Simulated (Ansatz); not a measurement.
# B: one candidate of a structure search, part 2 of 2

The task: take a trial cell of B to zero force and stress.

Ansatz 0.2.0; DFT PBE, scalar-relativistic, plane waves, PAW.

**4. Full relaxation**

The end of the coarse run is made exact in the group found at a tolerance of 0.06 Å and reduced to its primitive cell.

input.yaml

```yaml
crystal:
  lattice:
    - [4.5799784739, 0.0, 0.0]
    - [0.0, 4.5799784739, 0.0]
    - [0.0, 0.0, 3.0170528373]
  atoms:
    - { symbol: B, position: [0.9687081624, 0.3821829409, 0.2294463482] }
    - { symbol: B, position: [0.0312918376, 0.6178170591, 0.7294463482] }
    - { symbol: B, position: [0.6178170591, 0.9687081624, 0.9794463482] }
    - { symbol: B, position: [0.3821829409, 0.0312918376, 0.4794463482] }
    - { symbol: B, position: [0.0882126952, 0.2367660102, 0.7111302418] }
    - { symbol: B, position: [0.9117873048, 0.7632339898, 0.2111302418] }
    - { symbol: B, position: [0.7632339898, 0.0882126952, 0.4611302418] }
    - { symbol: B, position: [0.2367660102, 0.9117873048, 0.9611302418] }
basis:
  ecutwfc: 420
kpoints:
  mp_grid: { grid: [8, 8, 12] }
hamiltonian:
  xc: pbe
scf:
  occupations: { method: gaussian, width: 0.1 }
output:
  forces: true
  stress: true
  eigenvalues: true
  write_density: true
  write_potential: true
  elf: true
  volumetric_format: npy
relax:
  adjacent_minimum: "off"
  f_tol: 0.01
  max_steps: 80
  cell: { stress_tol: 0.05 }
```

The run is started by

```bash
$ ansatz run input.yaml --threads 1 --pin off --max-ram 2560MiB --backend cpu --events-out ev --progress --plain --runs-dir out
```

Log:

```text
Warning: RAYON_NUM_THREADS=1 ignored (pool sized by the plan → 1); use --threads N
Engine: ansatz 0.2.0, aarch64-unknown-linux-gnu
Pseudopotentials: kind: paw
Pseudopotential: B, paw, valence charge 3, recommended cutoff 420 eV (normal), B.paw.azcp
Functional definition: PBE
  parameter kappa = 0.804
  parameter beta = 0.06672455060314922
  exchange = pbe_x(kappa = kappa, mu = beta*pi^2/3)
  correlation = pbe_c(beta = beta)
Crystal: 8 atoms, lattice volume = 63.286 Å³
Basis set: ecut = 420 eV, 1219 PW (Γ), exchange–correlation on 64×64×48 points (8 copies of the dense FFT grid, shifted against one another)
Bands: 20, of which v1, the nominal top of the filled ones, is band 12 counted from 1 (11 counted from 0)
Symmetry: 4 space group operations
Space group: P43 (ITA 78), of the structure as read, at distance tolerance 4.0e-5 Å
k-points: 126 of 768 (time reversal used)
Non-local potential: B, projectors of the file, l = 0: 2, l = 1: 2, l = 2: 1
PAW form: soft (Blöchl's): semilocal exchange-correlation on the pseudo side does not see the compensation charge
PAW one-centre angular grid: B, 110 points (default); XC on 64 Gauss nodes
Initial density: superposition of atomic densities (neutral atoms: chi_scale 0, normalization atom), corrected by the library's trained network
Initial wavefunctions: pseudopotential atomic-orbital guess
Functional: x = pbe(κ = 0.804, μ = 0.2195149727645171), c = pbe(β = 0.06672455060314922)
SCF iter   1: F=—  HF=-1244.782245 eV  |F-HF|=—  |Δ(HF+E_count)|=         —  Δρ=1.06e-2  dr2=7.39e-2  ethr=1.77e-3  ⟨swp⟩=5.9  Hψ=13788  notcnv=0  defer=47
preconditioner: auto → none  [insulator: Δε(μ)=0.174 eV  Ē_g=11.820 eV  σ=0.100 eV  W_gap=0.58  n_scr=10 (ndim 8)  ℏωp=22.9 eV  f_vac=0.018  D(μ)=0.11/eV (n_scr^D=0)  ε∞_Penn≈4.7]
SCF iter   2: F=—  HF=-1244.765736 eV  |F-HF|=—  |Δ(HF+E_count)|=   1.65e-2  Δρ=4.12e-3  dr2=1.10e-2  ethr=3.08e-4  ⟨swp⟩=2.8  Hψ=5382  notcnv=0  defer=335
SCF iter   3: F=—  HF=-1244.763695 eV  |F-HF|=—  |Δ(HF+E_count)|=   2.04e-3  Δρ=1.88e-3  dr2=1.79e-3  ethr=4.58e-5  ⟨swp⟩=2.0  Hψ=3271  notcnv=0  defer=335
SCF iter   4: F=—  HF=-1244.763562 eV  |F-HF|=—  |Δ(HF+E_count)|=   1.33e-4  Δρ=3.57e-4  dr2=3.55e-5  ethr=7.47e-6  ⟨swp⟩=2.5  Hψ=3539  notcnv=0  defer=335
SCF iter   5: F=—  HF=-1244.763578 eV  |F-HF|=—  |Δ(HF+E_count)|=   1.59e-5  Δρ=5.07e-5  dr2=1.11e-6  ethr=1.48e-7  ⟨swp⟩=2.5  Hψ=3714  notcnv=0  defer=335
SCF iter   6: F=-1244.763579 eV  HF=-1244.763579 eV  |F-HF|=4.44e-8  |Δ(HF+E_count)|=   8.11e-7  Δρ=9.46e-6  dr2=3.16e-8  ethr=4.17e-10  ⟨swp⟩=15.1  Hψ=20456  notcnv=0
SCF 1 converged in 6 iterations: F = -1244.763579 eV  dr2 = 3.16e-8
relax step   1: F+E_penalty+E_count = -1244.76357890 eV  Δ(F+E_penalty+E_count) = +0.000e0 eV  max|allowed force component| = 2.848e-2 eV/Å  Δτ_max = 0.0000 Å  P = +0.326 GPa  Ω = 63.286 Å³  (6 SCF iters, dr2 threshold 1.00e-7 eV, accepted)
Crystal: 8 atoms, lattice volume = 63.322 Å³
Basis set: ecut = 420 eV, 1227 PW (Γ), exchange–correlation on 64×64×48 points (8 copies of the dense FFT grid, shifted against one another)
Initial density: handed on by an earlier stage of this run
Initial wavefunctions: those handed on with the density
iter 1 solved again at ethr=1.98e-7 eV; its pass at ethr=3.10e-3 eV (dr2=4.76e-5 eV) is discarded
SCF iter   1: F=—  HF=-1244.763940 eV  |F-HF|=—  |Δ(HF+E_count)|=         —  Δρ=2.78e-4  dr2=4.89e-5  ethr=1.98e-7  ⟨swp⟩=2.4  Hψ=13754  notcnv=0
preconditioner: auto → none  [insulator: Δε(μ)=0.169 eV  Ē_g=11.798 eV  σ=0.100 eV  W_gap=0.67  n_scr=10 (ndim 8)  ℏωp=22.9 eV  f_vac=0.023  D(μ)=0.12/eV (n_scr^D=0)  ε∞_Penn≈4.8]
SCF iter   2: F=—  HF=-1244.763920 eV  |F-HF|=—  |Δ(HF+E_count)|=   1.97e-5  Δρ=9.81e-5  dr2=5.14e-6  ethr=1.98e-7  ⟨swp⟩=2.3  Hψ=3733  notcnv=0
SCF iter   3: F=—  HF=-1244.763919 eV  |F-HF|=—  |Δ(HF+E_count)|=   7.60e-7  Δρ=4.27e-5  dr2=9.14e-7  ethr=3.33e-9  ⟨swp⟩=12.2  Hψ=20091  notcnv=0
SCF iter   4: F=-1244.763919 eV  HF=-1244.763919 eV  |F-HF|=6.34e-9  |Δ(HF+E_count)|=   1.13e-7  Δρ=1.38e-5  dr2=5.48e-8  ethr=3.33e-9  ⟨swp⟩=9.4  Hψ=14725  notcnv=0
SCF 2 converged in 4 iterations: F = -1244.763919 eV  dr2 = 5.48e-8
relax step   2: F+E_penalty+E_count = -1244.76391939 eV  Δ(F+E_penalty+E_count) = -3.405e-4 eV  max|allowed force component| = 2.744e-2 eV/Å  Δτ_max = 0.0009 Å  P = +0.145 GPa  Ω = 63.322 Å³  energy of the carried Pulay correction = -7.389e-5 eV  (4 SCF iters, dr2 threshold 8.00e-7 eV, accepted)
Crystal: 8 atoms, lattice volume = 63.360 Å³
iter 1 solved again at ethr=1.10e-7 eV; its pass at ethr=3.10e-3 eV (dr2=2.64e-5 eV) is discarded
SCF iter   1: F=—  HF=-1244.763969 eV  |F-HF|=—  |Δ(HF+E_count)|=         —  Δρ=1.95e-4  dr2=2.70e-5  ethr=1.10e-7  ⟨swp⟩=2.4  Hψ=13423  notcnv=0
preconditioner: auto → none  [insulator: Δε(μ)=0.170 eV  Ē_g=11.793 eV  σ=0.100 eV  W_gap=0.64  n_scr=10 (ndim 8)  ℏωp=22.9 eV  f_vac=0.023  D(μ)=0.12/eV (n_scr^D=0)  ε∞_Penn≈4.8]
SCF iter   2: F=—  HF=-1244.763955 eV  |F-HF|=—  |Δ(HF+E_count)|=   1.38e-5  Δρ=7.17e-5  dr2=2.94e-6  ethr=1.10e-7  ⟨swp⟩=2.4  Hψ=3734  notcnv=0
SCF iter   3: F=—  HF=-1244.763955 eV  |F-HF|=—  |Δ(HF+E_count)|=   4.74e-7  Δρ=3.15e-5  dr2=5.10e-7  ethr=1.23e-8  ⟨swp⟩=2.0  Hψ=3528  notcnv=0
SCF iter   4: F=-1244.763955 eV  HF=-1244.763955 eV  |F-HF|=4.86e-9  |Δ(HF+E_count)|=   6.55e-8  Δρ=1.01e-5  dr2=2.62e-8  ethr=8.21e-10  ⟨swp⟩=10.1  Hψ=17190  notcnv=0
SCF 3 converged in 4 iterations: F = -1244.763955 eV  dr2 = 2.62e-8
relax step   3: F+E_penalty+E_count = -1244.76395457 eV  Δ(F+E_penalty+E_count) = -3.519e-5 eV  max|allowed force component| = 1.459e-2 eV/Å  Δτ_max = 0.0010 Å  P = +0.005 GPa  Ω = 63.360 Å³  energy of the carried Pulay correction = -1.526e-4 eV  (4 SCF iters, dr2 threshold 1.97e-7 eV, accepted)
Crystal: 8 atoms, lattice volume = 63.367 Å³
iter 1 solved again at ethr=7.01e-8 eV; its pass at ethr=3.10e-3 eV (dr2=1.68e-5 eV) is discarded
SCF iter   1: F=—  HF=-1244.763983 eV  |F-HF|=—  |Δ(HF+E_count)|=         —  Δρ=1.92e-4  dr2=1.77e-5  ethr=7.01e-8  ⟨swp⟩=2.2  Hψ=13247  notcnv=0
preconditioner: auto → none  [insulator: Δε(μ)=0.169 eV  Ē_g=11.791 eV  σ=0.100 eV  W_gap=0.62  n_scr=10 (ndim 8)  ℏωp=22.9 eV  f_vac=0.023  D(μ)=0.11/eV (n_scr^D=0)  ε∞_Penn≈4.8]
SCF iter   2: F=—  HF=-1244.763973 eV  |F-HF|=—  |Δ(HF+E_count)|=   1.03e-5  Δρ=7.32e-5  dr2=2.00e-6  ethr=7.01e-8  ⟨swp⟩=2.0  Hψ=3872  notcnv=0
SCF iter   3: F=—  HF=-1244.763973 eV  |F-HF|=—  |Δ(HF+E_count)|=   4.63e-7  Δρ=1.75e-5  dr2=2.94e-7  ethr=8.33e-9  ⟨swp⟩=2.9  Hψ=4064  notcnv=0
SCF iter   4: F=—  HF=-1244.763973 eV  |F-HF|=—  |Δ(HF+E_count)|=   7.19e-8  Δρ=7.21e-6  dr2=1.45e-8  ethr=1.23e-9  ⟨swp⟩=2.0  Hψ=3508  notcnv=0
SCF iter   5: F=-1244.763973 eV  HF=-1244.763973 eV  |F-HF|=1.32e-10  |Δ(HF+E_count)|=   3.45e-9  Δρ=1.14e-6  dr2=3.16e-10  ethr=5.54e-11  ⟨swp⟩=8.5  Hψ=14640  notcnv=0
SCF 4 converged in 5 iterations: F = -1244.763973 eV  dr2 = 3.16e-10
relax step   4: F+E_penalty+E_count = -1244.76397260 eV  Δ(F+E_penalty+E_count) = -1.803e-5 eV  max|allowed force component| = 2.179e-3 eV/Å  Δτ_max = 0.0010 Å  P = -0.016 GPa  Ω = 63.367 Å³  energy of the carried Pulay correction = -1.678e-4 eV  (5 SCF iters, dr2 threshold 1.33e-8 eV, accepted)
Initial wavefunctions: pseudopotential atomic-orbital guess (no wavefunctions were taken with the density)
iter 1 solved again at ethr=1.32e-7 eV; its pass at ethr=3.10e-3 eV (dr2=3.16e-5 eV) is discarded
SCF iter   1: F=—  HF=-1244.764147 eV  |F-HF|=—  |Δ(HF+E_count)|=         —  Δρ=9.11e-6  dr2=5.00e-9  ethr=1.32e-7  ⟨swp⟩=3.6  Hψ=21197  notcnv=0
eigensolver tolerance schedule: the retry pair's looser diagonalisation over-reported the residual by 6325.75 of it (diagonalisation noise at 0.37 of the residual, at the tolerance the schedule requests for it); recorded, not acted on — ethr = c·dr2/N_el stays at c = 1.0e-1
preconditioner: auto → none  [insulator: Δε(μ)=0.169 eV  Ē_g=11.791 eV  σ=0.100 eV  W_gap=0.63  n_scr=10 (ndim 8)  ℏωp=22.9 eV  f_vac=0.023  D(μ)=0.11/eV (n_scr^D=0)  ε∞_Penn≈4.8]
SCF iter   2: F=—  HF=-1244.764142 eV  |F-HF|=—  |Δ(HF+E_count)|=   5.53e-6  Δρ=4.62e-6  dr2=1.29e-9  ethr=2.08e-11  ⟨swp⟩=3.0  Hψ=5158  notcnv=0
SCF iter   3: F=—  HF=-1244.764142 eV  |F-HF|=—  |Δ(HF+E_count)|=   2.43e-8  Δρ=5.87e-7  dr2=2.95e-10  ethr=5.36e-12  ⟨swp⟩=2.0  Hψ=3779  notcnv=0
SCF iter   4: F=-1244.764142 eV  HF=-1244.764142 eV  |F-HF|=7.73e-12  |Δ(HF+E_count)|=  9.07e-11  Δρ=1.51e-7  dr2=1.39e-11  ethr=1.00e-12  ⟨swp⟩=8.1  Hψ=12850  notcnv=0
SCF 5 converged in 4 iterations: F = -1244.764142 eV  dr2 = 1.39e-11
relax step   5: F+E_penalty+E_count = -1244.76414164 eV  Δ(F+E_penalty+E_count) = -1.690e-4 eV  max|allowed force component| = 2.144e-3 eV/Å  Δτ_max = 0.0000 Å  P = -0.013 GPa  Ω = 63.367 Å³  stress off target by 3.13e-2 GPa  SCF on the basis re-selected at this cell (its energy is not comparable with the rows above)  (4 SCF iters)
basis re-selected at this cell: Δ(F+E_penalty+E_count) = -1.690e-4 eV, ΔP = +0.003 GPa vs the last step (what re-selecting the basis moved, of the pressure what is left beyond the Pulay correction that the steps carried, after the strain that the cell walked since its last selection, with what the two solves' SCF thresholds leave and, on support functions, any second-order correction that the steps lacked; it is no measure of the basis error at this ecutwfc). This SCF's stress stands 3.13e-2 GPa from its target on what of the cell is left free (relax.cell.stress_tol is 5.00e-2 GPa) and its largest allowed force component is 2.14e-3 eV/Å (relax.f_tol is 1.00e-2 eV/Å): within both
SCF converged after 4 iterations
Free energy (F): -1244.764142 eV
Harris-Foulkes:  -1244.764142 eV  (|F-HF|=7.73e-12)
Internal energy: -1244.763573 eV  (E = F + TS)
E sigma→0 (E₀):  -1244.763857 eV
Entropy (-TS):   -0.000568 eV (-0.071 meV/atom)
Fermi energy:    8.636928 eV
--- Per-component energies (eV) ---
  E_band       = 37.473189
  E_kinetic    = 396.580242
  E_local      = -355.207669  (includes V_loc(G=0)·N_el)
  E_nonlocal   = 90.651365
  E_hartree    = 116.480399
  E_xc         = -257.869116
  E_vxc        = -306.142837  (∫ρ·V_xc dr)
  E_paw        = -628.823349  (= ΣΔE_a)
  E_vpaw       = -21.368677  (= ΣTr[D̂ρ^β])
  E_aug_tail   = -0.000023  (compensation charges beyond the density's cutoff)
  E_ewald      = -606.575422
  E_smearing   = -0.000568  (= −TS)
  E_closure    = 0.000000  (closes the sum)
  Σ components = -1244.764142   (vs F -1244.764142, Δ=0.00e0)
--- Forces (eV/Å), atoms counted from 1 ---
  atom   1  B     -0.00214398    -0.00022109    -0.00184845
  atom   2  B      0.00214398     0.00022109    -0.00184845
  atom   3  B      0.00022109    -0.00214398    -0.00184845
  atom   4  B     -0.00022109     0.00214398    -0.00184845
  atom   5  B      0.00014282    -0.00060694     0.00184901
  atom   6  B     -0.00014282     0.00060694     0.00184901
  atom   7  B      0.00060694     0.00014282     0.00184901
  atom   8  B     -0.00060694    -0.00014282     0.00184901
  max |Σ_I F_I| component: 2.23e-6 eV/Å
--- Stress (GPa, compression-positive) ---
       -0.031343       0.000003      -0.000000
       -0.000003      -0.031343       0.000000
       -0.000000       0.000000       0.023546
  P = ⅓ Tr σ = -0.0130 GPa (-0.130 kbar)
--- Band table (eV; the first three rows and the last of 126) ---
  k-point 0: bands = ["-7.4515", "-3.7108", "-1.5551", "-1.5551", "-0.3833", "3.4442", "3.4442", "4.4043", "5.1708", "5.1708", "7.7120", "8.1614", "10.8489", "11.6402", "11.6402", "12.4050", "12.9273", "12.9273", "14.3363", "17.0538"]
  k-point 1: bands = ["-7.3662", "-3.6381", "-1.5094", "-1.4772", "-0.3027", "2.3962", "3.7038", "4.4572", "5.1048", "5.5118", "7.3230", "7.6978", "10.8627", "11.2865", "11.4978", "12.8082", "13.0777", "13.9113", "14.7636", "16.7137"]
  k-point 2: bands = ["-7.1107", "-3.4207", "-1.3883", "-1.2727", "-0.0652", "1.1048", "3.2233", "4.5601", "5.1411", "5.9133", "6.3975", "6.7670", "10.0348", "10.9009", "12.2632", "13.4309", "14.1469", "14.7212", "15.4220", "16.0292"]
  k-point 125: bands = ["-2.9658", "-2.9658", "-2.4994", "-2.4994", "-1.6871", "-1.6871", "3.7156", "3.7156", "4.7902", "4.7902", "6.7938", "6.7938", "10.9148", "10.9148", "11.8490", "11.8490", "14.1150", "14.1150", "16.5504", "16.5504"]
--- Relaxed structure (4 steps of the walk, 4 accepted, 1 SCFs on fresh bases) ---
  F+E_penalty+E_count = -1244.76414164 eV   max|allowed force component| = 2.144e-3 eV/Å   (the final SCF, on the basis selected at the relaxed cell)
  cell:  # Å, volume = 63.3673 Å³
    - [4.578505809518856, 5.312352324221401e-33, 8.853751272671623e-34]
    - [5.312352324221401e-33, 4.578505809518856, 3.0434769999808707e-34]
    - [5.8323932197908515e-34, 2.004885169303105e-34, 3.02285619531795]
  atoms:
    - { symbol: B, position: [0.9688237969936578, 0.38157994655916827, 0.2294391028672697] }
    - { symbol: B, position: [0.03117620300634229, 0.6184200534408315, 0.7294391028672697] }
    - { symbol: B, position: [0.6184200534408315, 0.9688237969936578, 0.9794391028672697] }
    - { symbol: B, position: [0.38157994655916827, 0.03117620300634229, 0.47943910286726976] }
    - { symbol: B, position: [0.08801317237515897, 0.23698190563144234, 0.7111374871327302] }
    - { symbol: B, position: [0.9119868276248412, 0.7630180943685576, 0.21113748713273028] }
    - { symbol: B, position: [0.7630180943685576, 0.08801317237515897, 0.4611374871327303] }
    - { symbol: B, position: [0.23698190563144234, 0.9119868276248412, 0.9611374871327301] }
```

It took 79 s on 1 thread of Arm Neoverse V2, shared host; peak memory 0.45 GiB.

The steps of the relaxation:

```
step  energy from step 1 (eV/cell)  largest force component (eV/Å)  pressure (GPa)  volume (Å³)
   1                        0.0000                          0.0285            0.33        63.29
   2                       -0.0003                          0.0274            0.14        63.32
   3                       -0.0004                          0.0146            0.00        63.36
   4                       -0.0004                          0.0022           -0.02        63.37
   5                       -0.0006                          0.0021           -0.01        63.37
```

Step 1 is the start. Step 5 repeats the geometry before it on a plane-wave basis chosen anew for that cell, so its energy need not be comparable with the rows above.

|  | before | after | change |
| --- | --- | --- | --- |
| a (Å) | 4.580 | 4.579 | 0.0 % |
| b (Å) | 4.580 | 4.579 | 0.0 % |
| c (Å) | 3.017 | 3.023 | +0.2 % |
| volume (Å³/atom) | 7.91 | 7.92 | +0.1 % |
| shortest distance (Å) | 1.690 | 1.690 | 0.0 % |
| space group (0.01 Å) | P4_3 | P4_3 | same |

The run keeps the 4 symmetry operations of the start, so it could not have lowered the symmetry.

Density in a lattice plane of the grid's cell (edges 4.58 and 4.58 Å, at 0.211 of the third edge), which holds B.

Values in e/Å³, 12 rows by 12 columns:
```
0.48 0.46 0.55 0.70 0.72 0.62 0.53 0.55 0.69 0.79 0.77 0.62
0.69 0.57 0.49 0.45 0.41 0.33 0.28 0.31 0.45 0.68 0.83 0.63
0.67 0.51 0.32 0.22 0.17 0.13 0.12 0.15 0.26 0.48 0.61 0.36
0.70 0.39 0.20 0.10 0.07 0.05 0.05 0.07 0.14 0.32 0.61 0.78
0.66 0.35 0.15 0.07 0.03 0.02 0.02 0.04 0.09 0.23 0.51 0.77
0.71 0.42 0.18 0.07 0.03 0.02 0.02 0.03 0.07 0.20 0.46 0.77
0.47 0.52 0.25 0.10 0.04 0.02 0.02 0.04 0.09 0.21 0.48 0.55
0.55 0.58 0.29 0.13 0.06 0.04 0.05 0.08 0.14 0.28 0.54 0.60
0.61 0.44 0.26 0.16 0.11 0.10 0.12 0.17 0.26 0.39 0.55 0.66
0.32 0.26 0.23 0.23 0.24 0.25 0.28 0.37 0.49 0.55 0.51 0.41
0.20 0.21 0.28 0.41 0.49 0.51 0.53 0.63 0.76 0.73 0.50 0.30
0.26 0.29 0.44 0.66 0.78 0.73 0.67 0.73 0.85 0.81 0.59 0.37
```
Columns run along the first of these edges and rows up along the second, over one cell in 12 and 12 even steps from the bottom left corner. Atoms in the plane (fractional): B at (0.97, 0.38), B at (0.91, 0.76).

ELF in the same plane.

Ten even steps from '0' (0.00) to '9' (0.89):
```
456678999998766678998765
677778899987655578998755
578877778876544578987422
267766556655434578863000
145554333333223466641000
244432211111112345542111
554221000000001234555555
754210000000000124578888
764211000000000124578998
544321000000000123567876
123332100000000123565431
003443210000001134554200
014554210000012345675300
235543211001123456788632
455432211112345677888865
443322222234567788877765
222222344445678888776543
111234566666778898765432
112346788887778898876431
223568999988777788887643
```
Columns run along the first of these edges and rows up along the second, over one cell in 24 and 20 even steps from the bottom left corner. Atoms in the plane (fractional): B at (0.97, 0.38), B at (0.91, 0.76).

Both are smooth fields of the valence electrons: close to the nuclei they are not physical.

The highest ELF values outside the cores: 0.91 on the B–B line, 0.9 Å from B; 0.83 beside B, off the lines to its neighbours, 0.8 Å from B.

**5. Changed: ecutwfc 800 eV, accuracy medium**

input.yaml

```yaml
crystal:
  lattice:
    - [4.5785058095, 0.0, 0.0]
    - [0.0, 4.5785058095, 0.0]
    - [0.0, 0.0, 3.0228561953]
  atoms:
    - { symbol: B, position: [0.968823797, 0.3815799466, 0.2294391029] }
    - { symbol: B, position: [0.031176203, 0.6184200534, 0.7294391029] }
    - { symbol: B, position: [0.6184200534, 0.968823797, 0.9794391029] }
    - { symbol: B, position: [0.3815799466, 0.031176203, 0.4794391029] }
    - { symbol: B, position: [0.0880131724, 0.2369819056, 0.7111374871] }
    - { symbol: B, position: [0.9119868276, 0.7630180944, 0.2111374871] }
    - { symbol: B, position: [0.7630180944, 0.0880131724, 0.4611374871] }
    - { symbol: B, position: [0.2369819056, 0.9119868276, 0.9611374871] }
basis:
  ecutwfc: "800 eV"
kpoints:
  mp_grid: { grid: [8, 8, 12] }
hamiltonian:
  xc: pbe
scf:
  occupations: { method: gaussian, width: 0.1 }
output:
  forces: true
  eigenvalues: true
  stress: true
accuracy: medium
```

The run is started by

```bash
$ ansatz run input.yaml --threads 1 --pin off --max-ram 2560MiB --backend cpu --events-out ev --progress --plain --runs-dir out
```

Log (excerpt; [...] marks lines left out):

```text
Warning: RAYON_NUM_THREADS=1 ignored (pool sized by the plan → 1); use --threads N
[...]
[... 3 set-up lines as earlier in the session ...]
[...]
Crystal: 8 atoms, lattice volume = 63.367 Å³
Basis set: ecut = 800 eV, 3297 PW (Γ), exchange–correlation on 90×90×60 points (8 copies of the dense FFT grid, shifted against one another)
Bands: 20, of which v1, the nominal top of the filled ones, is band 12 counted from 1 (11 counted from 0)
[... 2 set-up lines as earlier in the session ...]
k-points: 126 of 768 (time reversal used)
[...]
SCF iter   1: F=—  HF=-1244.795854 eV  |F-HF|=—  |Δ(HF+E_count)|=         —  Δρ=1.05e-2  dr2=7.18e-2  ethr=1.77e-3  ⟨swp⟩=6.0  Hψ=13815  notcnv=0  defer=44
[...]
Entropy (-TS):   -0.000568 eV (-0.071 meV/atom)
Fermi energy:    8.636716 eV
[...]
--- Forces (eV/Å), atoms counted from 1 ---
  atom   1  B     -0.00204579     0.00053148    -0.00155566
  atom   2  B      0.00204579    -0.00053148    -0.00155566
  atom   3  B     -0.00053148    -0.00204579    -0.00155566
  atom   4  B      0.00053148     0.00204579    -0.00155566
  atom   5  B     -0.00013922    -0.00001635     0.00153593
  atom   6  B      0.00013922     0.00001635     0.00153593
  atom   7  B      0.00001635    -0.00013922     0.00153593
  atom   8  B     -0.00001635     0.00013922     0.00153593
[...]
--- Stress (GPa, compression-positive) ---
       -0.058490       0.000003       0.000000
       -0.000003      -0.058490       0.000000
        0.000000       0.000000      -0.018328
  P = ⅓ Tr σ = -0.0451 GPa (-0.451 kbar)
--- Band table (eV; the first three rows and the last of 126) ---
  k-point 0: bands = ["-7.4512", "-3.7108", "-1.5552", "-1.5552", "-0.3837", "3.4437", "3.4437", "4.4041", "5.1706", "5.1706", "7.7117", "8.1610", "10.8486", "11.6402", "11.6402", "12.4046", "12.9271", "12.9271", "14.3361"]
[...]
```

Run time: 29 s. Hardware: 1 thread of Arm Neoverse V2, shared host; peak memory 0.59 GiB.

```csv
run,ending,energy change,pressure (GPa),gap (eV),force (eV/Å),cycles,time
step 4,converged,0,0.0,0.00,0.00,-,79 s
variant,converged,-1.7 meV/atom,0.0,0.00,0.00,7,29 s
```

Changing the cutoff and accuracy level moves the energy by -1.7 meV/atom.

**6. What came out**

What follows sums up all 2 parts. Changes of volume or cell count from the first structure of part 1.

| quantity | value |
| --- | --- |
| symmetry at the end (tolerance 0.05 Å) | space group P4_3 (No. 78) |
| conventional cell | a = 4.579 Å, b = 4.579 Å, c = 3.023 Å, α = 90.00°, β = 90.00°, γ = 90.00° |
| volume | 7.92 Å³/atom |
| energy over the standard state | +0.32 eV/atom |
| gap on the mesh | none (metal) |

The space group P4_3 (No. 78) is kept, and the volume per atom grows by 10.7 % from the first guess. It lies above the element's standard state, so it is metastable at best. No finished test with a distortion of lower symmetry is shown, so the end may be a saddle point.

Counted by bands, a gap of 0.02 eV stays open on the mesh in 2 runs that read as metallic: the smearing reaches across it.
